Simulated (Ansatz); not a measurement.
Born–Oppenheimer molecular dynamics of a periodic cell of 36 atoms, Be (start crystal Be, start structure hcp, volume 1.1 times the crystal's). It goes on from the last frame of an earlier run, with new velocities.

All numbers below come from Ansatz, DFT PBE, scalar-relativistic, plane waves, PAW. Settings: accuracy low, cutoff 420 eV, k mesh 2x2x2, fermi-dirac smearing 0.3 eV, no spin polarisation.

- ensemble: NPT, Langevin
- time step: 1.5 fs
- steps asked: 50
- set temperature: 2450 K
- friction: 0.005 /fs
- pressure: 5 GPa
- seed: 779752

First frame:

```xyz
36
Lattice="7.0918 0.0000 0.0000 -3.5459 6.1416 0.0000 0.0000 0.0000 7.4085" Properties=species:S:1:pos:R:3
Be 0.166 -0.660 -0.224
Be -0.537 1.254 2.111
Be 0.332 -0.269 3.661
Be -0.039 1.339 5.681
Be -1.109 1.939 0.110
Be -1.286 3.152 1.767
Be -0.893 2.381 3.883
Be -1.178 3.210 5.455
Be -1.902 3.896 -0.230
Be -2.367 5.055 1.408
Be -2.599 3.605 3.635
Be -2.014 5.206 5.202
Be 2.782 0.325 0.367
Be 2.289 1.931 1.828
Be 2.371 0.188 3.123
Be 2.077 0.966 5.803
Be 1.071 1.847 -0.028
Be 0.658 3.009 1.759
Be 1.123 2.265 3.670
Be 0.885 3.128 5.347
Be -0.140 3.866 -0.340
Be -0.323 5.041 1.776
Be -0.386 4.200 3.728
Be 0.167 6.183 4.906
Be 4.658 0.337 -0.502
Be 4.510 1.040 1.443
Be 5.335 0.074 3.592
Be 5.018 1.468 5.426
Be 3.414 2.052 -0.251
Be 3.256 3.571 1.383
Be 4.090 1.765 3.563
Be 3.203 3.124 5.352
Be 1.926 3.683 -0.263
Be 2.590 5.461 1.590
Be 2.442 3.788 3.298
Be 2.613 5.143 5.369
```

Problem. What does the run give?

Solution. The run went to its last step.

```json
{"steps done": "50", "time covered": "75 fs", "mean temperature over the second half": "2570 K", "spread of the potential energy over the second half": "21.4 meV per atom", "mean potential energy of the second half above the start": "23.7 meV per atom", "mean pressure over the second half": "4.5 GPa"}
```

The conserved energy stayed within 0.49 meV per atom of its start (net change 0.034 meV per atom), so the integration is sound. A run of 0.075 ps of so small a system gives no equilibrium averages. Limits of this set-up: coarse k mesh, low accuracy level. The cell's volume went from 323 to 324 Å³.

Problem. What happens to the structure?

Solution. Mean squared displacements from the first frame to the last, about the centre of mass, the cell's change included: Be 0.46 Å². This is one draw of velocities; another would differ in detail.

Problem. How do temperature and energy run in time?

Solution. 
```json
{"time (fs)": "0.0", "T (K)": "2382", "potential energy less start (eV)": "0.000", "conserved less start (meV/atom)": "0.00", "P (GPa)": "5.2", "volume (Å³)": "322.7"}
{"time (fs)": "6.0", "T (K)": "2253", "potential energy less start (eV)": "0.826", "conserved less start (meV/atom)": "0.11", "P (GPa)": "5.1", "volume (Å³)": "322.6"}
{"time (fs)": "12.0", "T (K)": "2048", "potential energy less start (eV)": "2.545", "conserved less start (meV/atom)": "0.25", "P (GPa)": "5.6", "volume (Å³)": "322.9"}
{"time (fs)": "18.0", "T (K)": "2103", "potential energy less start (eV)": "2.516", "conserved less start (meV/atom)": "0.09", "P (GPa)": "5.0", "volume (Å³)": "323.5"}
{"time (fs)": "24.0", "T (K)": "2363", "potential energy less start (eV)": "2.234", "conserved less start (meV/atom)": "0.03", "P (GPa)": "4.8", "volume (Å³)": "324.4"}
{"time (fs)": "30.0", "T (K)": "2354", "potential energy less start (eV)": "1.442", "conserved less start (meV/atom)": "0.23", "P (GPa)": "4.3", "volume (Å³)": "325.2"}
{"time (fs)": "36.0", "T (K)": "2777", "potential energy less start (eV)": "-0.414", "conserved less start (meV/atom)": "-0.33", "P (GPa)": "3.9", "volume (Å³)": "325.7"}
{"time (fs)": "42.0", "T (K)": "2688", "potential energy less start (eV)": "-0.165", "conserved less start (meV/atom)": "0.02", "P (GPa)": "4.2", "volume (Å³)": "325.7"}
{"time (fs)": "48.0", "T (K)": "2491", "potential energy less start (eV)": "0.748", "conserved less start (meV/atom)": "0.16", "P (GPa)": "4.7", "volume (Å³)": "325.7"}
{"time (fs)": "54.0", "T (K)": "2462", "potential energy less start (eV)": "1.093", "conserved less start (meV/atom)": "0.12", "P (GPa)": "4.6", "volume (Å³)": "325.5"}
{"time (fs)": "60.0", "T (K)": "2295", "potential energy less start (eV)": "1.495", "conserved less start (meV/atom)": "0.24", "P (GPa)": "4.4", "volume (Å³)": "325.2"}
{"time (fs)": "66.0", "T (K)": "2407", "potential energy less start (eV)": "1.874", "conserved less start (meV/atom)": "0.24", "P (GPa)": "4.9", "volume (Å³)": "324.7"}
{"time (fs)": "72.0", "T (K)": "2786", "potential energy less start (eV)": "0.949", "conserved less start (meV/atom)": "0.19", "P (GPa)": "4.6", "volume (Å³)": "324.2"}
```

Run time: 8 min on 1 thread of Arm Neoverse V2, with other jobs on the host, peak memory 0.71 GiB.
